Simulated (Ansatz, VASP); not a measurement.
## One calculation of Co, two programs

Contents of INCAR:

```
PREC = Accurate ; ENCUT = 520
EDIFF = 1E-6 ; ISMEAR = -1
SIGMA = 0.05 ; LREAL = False
LASPH = True ; NELM = 150
ALGO = Normal ; ISIF = 2
LWAVE = False ; LCHARG = True
ISPIN = 2 ; MAGMOM = -1.558 -1.558
LORBIT = 11 ; LMAXMIX = 4
LELF = True ; LVHAR = True
NBANDS = 20
```

KPOINTS

```
Automatic mesh
0
Gamma
  24 24 13
```

The input POSCAR:

```
Co
1.0
    2.4904582124      0.0000000000      0.0000000000
   -1.2452291062      2.1568000790      0.0000000000
    0.0000000000      0.0000000000      4.0249911823
Co
2
Direct
    0.3333333333      0.6666666667      0.2500000000
    0.6666666667      0.3333333333      0.7500000000
```

Input for Ansatz:

```yaml
crystal:
  lattice:
    - [2.4904582124, 0.0, 0.0]
    - [-1.2452291062, 2.156800079, 0.0]
    - [0.0, 0.0, 4.0249911823]
  atoms:
    - { symbol: Co, position: [0.3333333333, 0.6666666667, 0.25], spin: -1.558 }
    - { symbol: Co, position: [0.6666666667, 0.3333333333, 0.75], spin: -1.558 }
hamiltonian:
  xc: lda
  pseudopotentials:
    kind: paw
    azcp:
      Co: "pseudopotentials/Co.paw.azcp"
basis:
  ecutwfc: 420
  fft_grid_basis: typed
kpoints:
  mp_grid: { grid: [24, 24, 13], shift: [0, 0, 0] }
magnetization:
  spin_polarized: true
scf:
  occupations: { method: fermi_dirac, width: 0.05 }
output:
  stress: true
```

Alike in both runs: task single point; functional LDA; k mesh 24 × 24 × 13; occupations fermi-dirac, width 0.05 eV; collinear spin.

```csv
,VASP,Ansatz
version,VASP 6.6.1,Ansatz 0.2.0
potentials or method,"VASP PAW LDA potentials, release 64 (Co)","plane waves (420 eV) with PAW, scalar-relativistic"
plane-wave cutoff (eV),520,420
valence electrons in the cell,18,34
```

```tsv
	VASP	Ansatz	Ansatz less VASP
pressure (GPa)	-18.2	-17.4	+0.82
largest component of the traceless stress (GPa)	0.41	0.32	-0.092
net moment per atom (μB)	1.55	1.57	+0.029
size of the moment on the site where the two differ most (μB)	1.55	1.63	+0.077
```

Site moments also hang on the region over which each program counts them. The two sets of potentials don't hold the same shells in valence. Ansatz warned: «pseudo_functional_mismatch».

Caveats: so large a pressure means that the cell lies far from this level's equilibrium, or that cutoff or potentials fall short (VASP).
